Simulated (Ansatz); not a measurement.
# MoP: the cost of one run

Program: Ansatz 0.2.0. Level of theory: DFT PBE, scalar-relativistic, plane waves, PAW. These are calculated values, not measurements.

1 further run of the same task is left out (set aside as unsound or not needed).

**1. The starting structure**

The structure is hexagonal, space group P-6m2 (No. 187). Conventional cell: a = 3.245 Å, b = 3.245 Å, c = 3.194 Å, α = 90.00°, β = 90.00°, γ = 120.00°. Mo (site symmetry -6m2) is surrounded by 6 P at 2.46 Å. Around P (site symmetry -6m2) lie 6 Mo at 2.46 Å.

As a file:

```xyz
2
Lattice="3.2449 0.0000 0.0000 -1.6225 2.8102 0.0000 0.0000 0.0000 3.1943" Properties=species:S:1:pos:R:3 pbc="T T T"
Mo    0.0000    0.0000    0.0000
P     0.0000    1.8735    1.5971
```

It is the result of an earlier relaxation at this level (volume 14.56 Å³/atom; gap on the mesh: none (metal)).

**2. Elastic constants, atoms relaxed**

input.yaml reads:

```yaml
crystal:
  lattice:
    - [3.2449435683, 0.0, 0.0]
    - [-1.6224717841, 2.810203564, 0.0]
    - [0.0, 0.0, 3.1942908573]
  atoms:
    - { symbol: Mo, position: [0.0, 0.0, 0.0] }
    - { symbol: P, position: [0.3333333333, 0.6666666667, 0.5] }
basis:
  ecutwfc: 420
kpoints:
  mp_grid: { grid: [6, 6, 6] }
hamiltonian:
  xc: pbe
scf:
  occupations: { method: fermi_dirac, width: 0.15 }
output:
  forces: true
  stress: true
  eigenvalues: true
elastic:
  mode: relaxed_ion
  amplitude: 0.005
```

Launch:

```sh
$ ansatz run input.yaml --threads 1 --pin off --max-ram 2560MiB --backend cpu --events-out ev --progress --plain --runs-dir out
```

What time and memory should one allow on 1 thread of Arm Neoverse V1, shared host?

About 84 s, with a peak of 0.33 GiB.
